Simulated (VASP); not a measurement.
Wanted: the native input for a VASP 6.6.1 run.

- Task: relaxation of cell and atoms
- Functional: LDA
- Potentials or basis: VASP PAW LDA potentials, release 64 (Li_sv, H)
- Cutoff: 600 eV
- k mesh: 10 × 10 × 10
- Occupations: gaussian, width 0.02 eV
- Spin: no spin polarisation
- Further INCAR settings: ALGO = Normal; EDIFF = 1e-07; IBRION = 2; EDIFFG = -0.005; NSW = 90; ISIF = 3

The structure of LiH lies in POSCAR:

```
LiH
1.0
    0.0000000000      2.0086193900      2.0086193900
    2.0086193900      0.0000000000      2.0086193900
    2.0086193900      2.0086193900      0.0000000000
Li H
1 1
Direct
    0.0000000000      0.0000000000      0.0000000000
    0.5000000000      0.5000000000      0.5000000000
```

The cell is a database's computed one.

These files were run (other wordings do the same):

INCAR

```
SYSTEM = LiH
PREC = Accurate
ENCUT = 600
EDIFF = 1E-7
ISMEAR = 0
SIGMA = 0.02
LREAL = .FALSE.
LASPH = .TRUE.
NELM = 60
ALGO = Normal
ISIF = 3
LWAVE = .FALSE.
LCHARG = .FALSE.
GGA = CA
IBRION = 2
NSW = 90
EDIFFG = -0.005
```

KPOINTS

```
regular mesh
0
G
  10 10 10
  0 0 0
```

Potentials or basis: VASP PAW LDA potentials, release 64 (Li_sv, H).

Launch:

```sh
$ cat potpaw_LDA.64/Li_sv/POTCAR potpaw_LDA.64/H/POTCAR > POTCAR
$ mpirun -np 1 vasp_std > vasp.out
```

It gave:

- Relaxed volume: 7.41 Å³/atom
- Relaxed cell: a = 2.757 Å, b = 2.757 Å, c = 2.757 Å, α = 60.00°, β = 60.00°, γ = 60.00°
- Space group after relaxing (to 0.05 Å): Fm-3m (No. 225)
- Energy gained by relaxing: 7.0 meV/atom
- Ionic steps: 4
- Pressure after relaxing: 0.0 GPa
- Band gap on the k mesh: 2.52 eV, direct

Caveat: the cutoff is under 1.25 times the usual one of these potentials, so pressure, stress and relaxed cells hold a basis-set (Pulay) error.

Wall time 8.8 s on 1 thread of Intel(R) Xeon(R) Platinum 8488C (Sapphire Rapids), with other jobs on the host, peak memory 0.12 GiB.
